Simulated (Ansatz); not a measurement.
# ZnO (P6_3mc): bands and what follows from them, part 2 of 2

What do the bands of ZnO (P6_3mc) imply? The runs give effective masses and transport coefficients.

Ansatz 0.2.0; DFT PBE, scalar-relativistic, plane waves, PAW.

## Step 5: States of the whole zone by energy, transport at constant relaxation time

Input file input.yaml:

```yaml
crystal:
  lattice:
    - [3.2493988647, 0.0, 0.0]
    - [-1.6246994323, 2.8140619638, 0.0]
    - [0.0, 0.0, 5.2038002255]
  atoms:
    - { symbol: Zn, position: [0.3333333333, 0.6666666667, 0.0] }
    - { symbol: Zn, position: [0.6666666667, 0.3333333333, 0.5] }
    - { symbol: O, position: [0.3333333333, 0.6666666667, 0.3821] }
    - { symbol: O, position: [0.6666666667, 0.3333333333, 0.8821] }
basis:
  ecutwfc: 420
  ecutrho_ratio: 4
kpoints:
  mp_grid: { grid: [12, 12, 8] }
hamiltonian:
  xc: pbe
scf:
  occupations: { method: gaussian, width: 0.05 }
output:
  forces: true
  stress: true
  eigenvalues: true
  states_by_energy: { minimum_broadening: 0.05 }
```

Command:

```bash
$ ansatz run input.yaml --threads 4 --pin off --max-ram 9216MiB --backend cpu --events-out ev --progress --plain --runs-dir out
```

Output:

```text
Warning: RAYON_NUM_THREADS=4 ignored (pool sized by the plan → 4); use --threads N
Engine: ansatz 0.2.0, x86_64-unknown-linux-gnu
Pseudopotentials: kind: paw
Pseudopotential: Zn, paw, valence charge 12, recommended cutoff 420 eV (normal), Zn.paw.azcp
Pseudopotential: O, paw, valence charge 6, recommended cutoff 420 eV (normal), O.paw.azcp
Functional definition: PBE
  parameter kappa = 0.804
  parameter beta = 0.06672455060314922
  exchange = pbe_x(kappa = kappa, mu = beta*pi^2/3)
  correlation = pbe_c(beta = beta)
Crystal: 4 atoms, lattice volume = 47.584 Å³
Basis set: ecut = 420 eV, 941 PW (Γ), exchange–correlation on 48×48×72 points (8 copies of the dense FFT grid, shifted against one another)
Bands: 22, of which v1, the nominal top of the filled ones, is band 18 counted from 1 (17 counted from 0)
Symmetry: 12 space group operations
Space group: P63mc (ITA 186), of the structure as read, at distance tolerance 3.6e-5 Å
k-points: 95 of 1152 (time reversal used)
Non-local potential: Zn, projectors of the file, l = 0: 2, l = 1: 2, l = 2: 3, l = 3: 1
Non-local potential: O, projectors of the file, l = 0: 2, l = 1: 2, l = 2: 1
PAW form: soft (Blöchl's): semilocal exchange-correlation on the pseudo side does not see the compensation charge
PAW one-centre angular grid: Zn, 590 points (default); XC on 64 Gauss nodes
PAW one-centre angular grid: O, 110 points (default); XC on 64 Gauss nodes
Initial density: superposition of atomic densities (neutral atoms: chi_scale 0, normalization atom), corrected by the library's trained network
Initial wavefunctions: pseudopotential atomic-orbital guess
Functional: x = pbe(κ = 0.804, μ = 0.2195149727645171), c = pbe(β = 0.06672455060314922)
SCF iter   1: F=—  HF=-7773.665237 eV  |F-HF|=—  |Δ(HF+E_count)|=         —  Δρ=6.69e-4  dr2=6.41e-5  ethr=1.77e-3  ⟨swp⟩=6.2  Hψ=9236  notcnv=0
preconditioner: auto → Resta (q_TF=auto, 2.604 Å⁻¹)  ε∞=7.5  [insulator: Δε(μ)=0.806 eV  Ē_g=12.697 eV  σ=0.050 eV  W_gap=1.00  n_scr=22 (ndim 8)  ℏωp=32.3 eV  f_vac=0.036  D(μ)=0.00/eV (n_scr^D=0)  ε∞_Penn≈7.5]
SCF iter   2: F=—  HF=-7773.666550 eV  |F-HF|=—  |Δ(HF+E_count)|=   1.31e-3  Δρ=4.14e-4  dr2=2.78e-5  ethr=1.78e-7  ⟨swp⟩=2.9  Hψ=5447  notcnv=0
SCF iter   3: F=—  HF=-7773.666623 eV  |F-HF|=—  |Δ(HF+E_count)|=   7.22e-5  Δρ=2.44e-4  dr2=1.26e-5  ethr=7.73e-8  ⟨swp⟩=2.0  Hψ=3605  notcnv=0
SCF iter   4: F=—  HF=-7773.666666 eV  |F-HF|=—  |Δ(HF+E_count)|=   4.31e-5  Δρ=8.97e-5  dr2=2.02e-6  ethr=3.50e-8  ⟨swp⟩=2.0  Hψ=3603  notcnv=0
SCF iter   5: F=—  HF=-7773.666671 eV  |F-HF|=—  |Δ(HF+E_count)|=   4.74e-6  Δρ=2.40e-5  dr2=1.84e-7  ethr=5.61e-9  ⟨swp⟩=2.0  Hψ=3648  notcnv=0
SCF iter   6: F=-7773.666671 eV  HF=-7773.666671 eV  |F-HF|=4.18e-8  |Δ(HF+E_count)|=   3.46e-7  Δρ=1.44e-5  dr2=7.81e-8  ethr=2.78e-10  ⟨swp⟩=5.3  Hψ=9389  notcnv=0
SCF 1 converged in 6 iterations: F = -7773.666671 eV  dr2 = 7.81e-8
NSCF: frozen V_eff on 8 k-points
SCF converged after 6 iterations
Free energy (F): -7773.666671 eV
Harris-Foulkes:  -7773.666671 eV  (|F-HF|=4.18e-8)
Internal energy: -7773.666671 eV  (E = F + TS)
E sigma→0 (E₀):  -7773.666671 eV
Fermi energy:    7.633824 eV
--- Per-component energies (eV) ---
  E_band       = 65.757691
  E_kinetic    = 611.986647
  E_local      = -4002.938970  (includes V_loc(G=0)·N_el)
  E_nonlocal   = 1335.433515
  E_hartree    = 1645.366869
  E_xc         = -420.054340
  E_vxc        = -289.994371  (∫ρ·V_xc dr)
  E_paw        = -3980.535821  (= ΣΔE_a)
  E_vpaw       = -879.464734  (= ΣTr[D̂ρ^β])
  E_aug_tail   = 0.004232  (compensation charges beyond the density's cutoff)
  E_ewald      = -2962.928802
  E_smearing   = -0.000000  (= −TS)
  E_closure    = -0.000000  (closes the sum)
  Σ components = -7773.666671   (vs F -7773.666671, Δ=0.00e0)
--- Forces (eV/Å), atoms counted from 1 ---
  atom   1  Zn     0.00000000    -0.00000000     0.03126930
  atom   2  Zn    -0.00000000     0.00000000     0.03126930
  atom   3  O     -0.00000000     0.00000000    -0.03129339
  atom   4  O      0.00000000    -0.00000000    -0.03129339
  max |Σ_I F_I| component: 4.82e-5 eV/Å
--- Stress (GPa, compression-positive) ---
        4.841098      -0.000000      -0.000000
       -0.000000       4.841098      -0.000000
        0.000000      -0.000000       5.151833
  P = ⅓ Tr σ = 4.9447 GPa (49.447 kbar)
--- Band table (eV; the first three rows and the last of 95) ---
  k-point 0: bands = ["-10.8489", "-10.1171", "1.5154", "1.5154", "1.6019", "1.6353", "1.6995", "1.6995", "2.7015", "2.7015", "2.9134", "2.9134", "3.1996", "6.4452", "6.4452", "7.1353", "7.2306", "7.2306", "8.0350", "12.4417", "15.4844", "20.0976"]
  k-point 1: bands = ["-10.8225", "-10.1465", "1.5186", "1.5186", "1.5602", "1.5717", "1.6883", "1.6883", "2.7127", "2.7127", "2.9090", "2.9090", "3.3844", "6.4757", "6.4757", "6.7733", "7.2009", "7.2009", "8.4506", "12.3117", "15.5994", "20.0975"]
  k-point 2: bands = ["-10.7468", "-10.2295", "1.4279", "1.4942", "1.5299", "1.5299", "1.6589", "1.6589", "2.7434", "2.7434", "2.8945", "2.8945", "3.8316", "6.1961", "6.5624", "6.5624", "7.1177", "7.1177", "9.1685", "11.9433", "15.9433", "19.5888"]
  k-point 94: bands = ["-9.9859", "-9.9859", "1.5090", "1.5090", "1.7476", "1.7476", "2.2751", "2.2751", "2.7105", "2.7105", "3.2294", "3.2294", "3.5262", "3.5262", "4.5208", "4.5208", "6.0131", "6.0131", "15.2487", "15.2487", "15.2763", "15.2763"]
```

It took 55 s on 4 threads of Intel Xeon Platinum 8488C (Sapphire Rapids), shared host; peak memory 1.2 GiB.

This gives: volume 11.896 Å³/atom, pressure 4.94 GPa, gap on the mesh 0.80 eV.

A script then sums the file of states by energy over Fermi windows, for rigid-band transport at a constant relaxation time τ. Negative carriers are holes, and the chemical potential counts from the run's Fermi level:

```
T (K)  electrons added (10¹⁹ cm⁻³)  chemical potential (eV)  σ/τ xx (10²⁰/Ω m s)  Seebeck xx (μV/K)  Seebeck zz (μV/K)  Lorenz xx (10⁻⁸ V²/K²)
  600                            1                    0.471               0.0142               -169               -170                    1.98
  600                           -1                   -0.213              0.00149                536                556                    1.99
  600                           10                    0.773                0.105                -57                -57                    2.32
  600                          -10                   -0.335               0.0147                341                360                    2.00
  600                          100                    1.563                0.597                -20                -20                    2.43
  600                         -100                   -0.487                0.138                166                179                    2.10
  900                            1                    0.428               0.0132               -221               -222                    1.96
  900                           -1                   -0.063              0.00142                568                576                    6.00
  900                           10                    0.758                0.102                -84                -85                    2.23
  900                          -10                   -0.244               0.0138                403                419                    2.00
  900                          100                    1.557                0.595                -31                -31                    2.42
  900                         -100                   -0.447                0.134                217                230                    2.01
```

## Step 6: What came out

What follows sums up all 2 parts.

```
                          quantity                                              value
   mass at the valence edge, x y z                                     2.53 2.53 2.95
mass at the conduction edge, x y z                                     0.15 0.15 0.15
             largest S²σ/τ along x  at 900 K with 100 × 10¹⁹ cm⁻³ holes, S = 217 μV/K
```

Electrons are lighter than the top holes: the harmonic means over x, y and z are 0.15 and 2.66. Among the cases computed, S²σ/τ along x is largest at 900 K for hole doping of 100 × 10¹⁹ cm⁻³. That is the edge of the range tried, not a located peak. The gap is the Kohn–Sham one, unshifted (where it is too small, thermally excited carriers are overstated).
